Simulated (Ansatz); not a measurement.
Input of an Ansatz 0.2.0 run:

The input input.yaml:

```yaml
crystal:
  lattice:
    - [2.63591123, -2.38737812, 0.0]
    - [2.63591123, 2.38737812, 0.0]
    - [0.0, 0.0, 6.58717491]
  atoms:
    - { symbol: O, position: [0.30650857, 0.69349143, 0.60815661] }
    - { symbol: O, position: [0.69349143, 0.30650857, 0.39184339] }
    - { symbol: O, position: [0.19349143, 0.80650857, 0.10815661] }
    - { symbol: O, position: [0.80650857, 0.19349143, 0.89184339] }
    - { symbol: C, position: [0.5, 0.5, 0.5] }
    - { symbol: C, position: [0.0, 0.0, 0.0] }
hamiltonian:
  xc: pbesol
  pseudopotentials: { kind: paw, source: ansatz }
kpoints:
  mp_grid: { grid: [8, 8, 4] }
  band_path:
    path:
      - [[0.0, 0.0, 0.0], [0.4550788467, -0.4550788467, 0.0], [0.0, -0.5, 0.0], [0.0, -0.5, -0.5], [0.4550788467, -0.4550788467, -0.5], [0.0, 0.0, -0.5], [0.0, 0.0, 0.0], [-0.5, -0.5, 0.0], [-0.4550788467, -0.5449211533, 0.0], [-0.4550788467, -0.5449211533, -0.5], [-0.5, -0.5, -0.5], [-0.5, -0.5, 0.0]]
      - [[0.0, 0.0, -0.5], [-0.5, -0.5, -0.5]]
    npoints: 14
scf:
  occupations: { method: fermi_dirac, width: 0.05 }
  n_extra_bands: 15
output:
  forces: true
  stress: true
  eigenvalues: true
  fatbands: true
```

Potentials or basis: Ansatz PAW earlier set.

Run with:

```sh
$ ansatz run input.yaml --threads 2 --pin off --max-ram 5632MiB --backend cpu --events-out ev --progress --plain --runs-dir out
```

Question: Predict the pressure.

Answer: 1.0 GPa.

Question: What does it give for the band gap along the path?

Answer: 6.55 eV, indirect (least direct gap 7.11 eV).

Question: Estimate the band gap on the k mesh.

Answer: 6.55 eV, indirect (least direct gap 7.11 eV).

Question: What does it give for the largest force?

Answer: 0.034 eV/Å.

Forces in eV/Å, atoms in the order of the input:
```
O    0.000 -0.021 -0.027
O    0.000  0.021  0.027
O    0.000  0.021 -0.027
O    0.000 -0.021  0.027
C    0.000  0.000  0.000
C    0.000  0.000  0.000
```

Caveat: the PAW data sets come from PBE, with cores solved anew for the run's functional, which leaves a small shift of forces and pressure. As with any semilocal functional, this PBEsol gap is likely too small.
